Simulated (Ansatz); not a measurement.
Crystal: CoPtO2.

```
Pt Co O
1.0
     1.41227    0.81537    5.93939
    -1.41227    0.81537    5.93939
     0.00000   -1.63075    5.93939
Pt Co O
1 1 2
Direct
  0.00000 0.00000 0.00000
  0.50000 0.50000 0.50000
  0.11224 0.11224 0.11224
  0.88776 0.88776 0.88776
```

The cell is a database's computed one.

| Item | Value |
| --- | --- |
| Program | Ansatz 0.2.0 |
| Task | relaxation of cell and atoms |
| Functional | RPBE |
| Potentials or basis | Ansatz PAW |
| Cutoff | 420 eV (not typed: the program's choice for these potentials) |
| k mesh | 8 × 8 × 8 |
| Occupations | fermi-dirac, width 0.1 eV |
| Spin | non-collinear spin, random start, spin-orbit coupling |
| Starting moments | [[-0.0, -0.0, -0.0], [-0.156, 0.121, 0.265], [0.0, -0.0, -0.0], [0.0, 0.0, 0.0]] μB |
| Hubbard terms | Co d U = 5.5 eV, Pt d U = 2.5 eV |

At the start: volume 10.26 Å³/atom.

Problem. How do energy, volume and symmetry change on relaxing?

Solution. It ends after 8 steps and the volume is 10.93 Å³/atom (+6.6 %); space group R-3m (No. 166, to 0.05 Å).

The path:
```
step  energy change (eV)  largest force (eV/Å)  volume (Å³)
   1              0.0000                0.1724        41.04
   2             -0.0896                0.3686        42.82
   3             -0.1009                0.1553        43.50
   4             -0.1015                0.0263        43.62
   5             -0.1015                0.0002        43.61
   6             -0.1154                0.0024        43.61
   7             -0.1152                0.0002        43.73
   8             -0.1156                0.0002        43.73
```

Final structure:
```yaml
crystal:
  lattice:
    - [1.44773, 0.83585, 6.02239]
    - [-1.44773, 0.83585, 6.02239]
    - [0.00000, -1.67170, 6.02239]
  atoms:
    - { symbol: Pt, position: [0.00000, 0.00000, 0.00000] }
    - { symbol: Co, position: [0.50000, 0.50000, 0.50000] }
    - { symbol: O, position: [0.11243, 0.11243, 0.11243] }
    - { symbol: O, position: [0.88757, 0.88757, 0.88757] }
```

Caveat: moments are unreliable in this version under spin-orbit coupling with a hybrid or U, so they aren't listed; the magnetic or orbital state may not be the lowest; the plane-wave basis is chosen anew once the cell has moved, so the energies of steps on either side of that aren't comparable; the pressure holds a Pulay correction of +0.6 GPa for the finite cutoff; the PAW data sets come from PBE, with cores solved anew for the run's functional, which leaves a small shift of forces and pressure; the starting moments weren't kept.
